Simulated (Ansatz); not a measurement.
# SnTe: the cost of one run

Method: DFT PBE, scalar-relativistic, plane waves, PAW, in Ansatz 0.2.0.

The COD entry's cell or inner coordinates are ideal or old and differ from later refinements, so a difference from it is no clean test against experiment.

1 further run of the same task is left out (set aside as unsound or not needed).

### Step 1. The system as given

The structure is cubic, space group Fm-3m (No. 225). The conventional cell has a = 6.302 Å, b = 6.302 Å, c = 6.302 Å, α = 90.00°, β = 90.00°, γ = 90.00°. Around Sn (site symmetry m-3m) lie 6 Te at 3.15 Å. Te (site symmetry m-3m) has 6 Sn at 3.15 Å as nearest neighbours.

Coordinates:

```cif
data_structure
_symmetry_space_group_name_H-M 'P 1'
_symmetry_Int_Tables_number 1
_cell_length_a 4.4560
_cell_length_b 4.4560
_cell_length_c 4.4560
_cell_angle_alpha 60.000
_cell_angle_beta 60.000
_cell_angle_gamma 60.000
_cell_volume 62.56
loop_
_atom_site_label
_atom_site_type_symbol
_atom_site_fract_x
_atom_site_fract_y
_atom_site_fract_z
_atom_site_occupancy
Sn1 Sn 0.00000 0.00000 0.00000 1
Te1 Te 0.50000 0.50000 0.50000 1
```

The structure comes from the Crystallography Open Database.

### Step 2. A distortion that keeps the symmetry

The change: strain xx, yy, zz, yz, xz, xy = +1.1, +1.1, +1.1, +0.0, +0.0, +0.0 %.

The input, input.yaml:

```yaml
crystal:
  lattice:
    - [0.0, 3.187021758, 3.187021758]
    - [3.187021758, 0.0, 3.187021758]
    - [3.187021758, 3.187021758, 0.0]
  atoms:
    - { symbol: Sn, position: [0.0, 0.0, 0.0] }
    - { symbol: Te, position: [0.5, 0.5, 0.5] }
basis:
  ecutwfc: 420
kpoints:
  mp_grid: { grid: [10, 10, 10] }
hamiltonian:
  xc: pbe
scf:
  occupations: { method: gaussian, width: 0.05 }
output:
  forces: true
  stress: true
  eigenvalues: true
  populations: true
  write_density: true
  write_potential: true
  elf: true
  volumetric_format: npy
```

The run is started by

```console
> ansatz run input.yaml --threads 1 --pin off --max-ram 2560MiB --backend cpu --events-out ev --progress --plain --runs-dir out
```

Q: Estimate wall time and peak memory on 1 thread of Arm Neoverse V2, shared host.

About 3.7 s, with a peak of 0.36 GiB.
